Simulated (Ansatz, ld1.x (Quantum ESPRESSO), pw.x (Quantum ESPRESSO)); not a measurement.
# From atom to crystal: ultrasoft potential for Ta

* Element: Ta
* Generator: ld1.x (Quantum ESPRESSO) 7.5
* Type: ultrasoft
* Functional: PBE
* Relativity: scalar-relativistic
* Frozen core: [Kr] 4d10 4f14 5s2
* Valence charge: 11
* Reference configuration: 5p6 5d4 6s1 6p0
* Partial waves: 6s (bound): rcut 2.55, rcutus 3.10 bohr; 6s channel at 0.15 Ry: rcut 2.55, rcutus 3.10 bohr; 5p (bound): rcut 2.00, rcutus 2.75 bohr; 6p (bound, empty): rcut 2.00, rcutus 2.75 bohr; 5d (bound): rcut 2.35, rcutus 2.70 bohr; 5d channel at 1.25 Ry: rcut 2.35, rcutus 2.70 bohr
* Local potential: all-electron potential smoothed inside 2.80 bohr (lloc = -2)
* Core correction: Bessel-smoothed model core inside 1.65 bohr
* Augmentation charge: PSQ, inside the norm-conserving radii

Crystal test: sc Ta in pw.x 7.5, no spin, 12³ k-points, Fermi–Dirac smearing 0.01 Ry, cutoffs 40/460 Ry. The reference is all-electron LAPW (Ansatz 0.2.0) with the same functional, mesh and smearing; V0 and B0 come from Birch–Murnaghan fits to the pressures at five volumes. Errors are pseudo minus all-electron; Δ is the rms difference of the E(V) curves that follow from these fits, minima aligned, over ±6 % about the mean V0. Mesh and smearing are coarse, so the numbers serve the comparison and aren't converged zero-temperature values; the lattice is a test structure that the element need not adopt.

All-electron: a0 = 2.742 Å (V0 = 20.63 Å³/atom), B0 = 143.1 GPa.

How far does the potential miss the all-electron equation of state?

mean pressure error (GPa): +3.16; a0 (Å): 2.755; a0 error (%): +0.47; B0 error (%): +19.0; Δ (meV/atom): 11.2. The largest radius (3.10 bohr) exceeds half the bond length (2.58 bohr), so the spheres overlap, which is one possible source of error among others. This is a poor potential for the solid. Atomic configuration tests: 1 of 7 tests not solved or not reliable.

```tsv
V (Å³/atom)	P all-electron (GPa)	P pseudo (GPa)
19.357	10.29	15.78
19.867	5.78	9.88
20.376	1.79	4.75
20.885	-1.75	0.27
21.395	-4.87	-3.65
```

At the middle volume, how do free energy and pressure move when the wave cutoff is lowered (ecutrho held at 460 Ry)?

```csv
cutoff (Ry),shift of F (meV/atom),shift of P (GPa)
18,+84.5,-1.21
24,+7.0,-0.27
32,+2.2,-0.05
```

The run at the middle volume (84 k-points, 8 iterations) took about 10 s on one core of a shared host (Neoverse-V2, 192 threads, 742 GiB, load 152).
